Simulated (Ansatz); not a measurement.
Trial structure of MgZn3O4, not yet relaxed:

```
CELL_PARAMETERS angstrom
3.25146 0.00000 0.00000
0.00000 3.25146 0.00000
0.00000 0.00000 9.19651
ATOMIC_POSITIONS crystal
Mg 0.00000 0.00000 0.00000
Zn 0.50000 0.50000 0.25000
Zn 0.00000 0.00000 0.50000
Zn 0.50000 0.50000 0.75000
O 0.00000 0.00000 0.25000
O 0.50000 0.50000 0.50000
O 0.00000 0.00000 0.75000
O 0.50000 0.50000 0.00000
```

Theory: Ansatz, DFT PBE, scalar-relativistic, plane waves, PAW. Settings: cutoff 420 eV, Γ-centred mesh 6×6×2 on the computed 8-atom cell, Gaussian smearing of 0.10 eV; no spin polarisation.

The zero of energy is the elements' standard structures at the same level (O₂ as a molecule); no fitted shifts are applied.

Question: Estimate its pressure, forces and energy as it stands.

Answer: The pressure is -20.3 GPa (the mean over three directions, positive in compression), the largest force is 0.14 eV/Å, and the energy is −1.47 eV/atom against the elements. The shortest distance is 2.30 Å.

Question: Is it a good guess?

Answer: A fair one: relaxing gains about 0.16 eV/atom in 9 ionic steps and ends at −1.627 eV/atom on the finer mesh. The symmetry stays P4/mmm (No. 123). The volume per atom shrinks by 17.5 %, from 12.2 to 10.0 Å³. The shortest distance goes from 2.30 Å (Mg–O and Zn–O) to 2.13 Å (Mg–O). Conventional cell: a = 3.051 Å, c = 8.618 Å. Mg is surrounded by 6 O at 2.13–2.16 Å; Zn on a site of symmetry 4mm has 6 O at 2.15–2.16 Å; O on a site of symmetry 4mm has 1 Mg at 2.13 Å and 5 Zn at 2.16–2.17 Å; 3 more sites not described.

The last run used a 10×10×4 mesh (in the run's order of axes) for its 8-atom cell and Gaussian smearing of 0.02 eV. The relaxation can't lower the symmetry of the start, and the grade says only how near the guess is to its own end. Symmetry constrained the relaxation, so the result can be a saddle point. Another cell of MgZn3O4 relaxed alike, in P-43m, lies 91 meV/atom lower, so this cell isn't the stable form at this level.
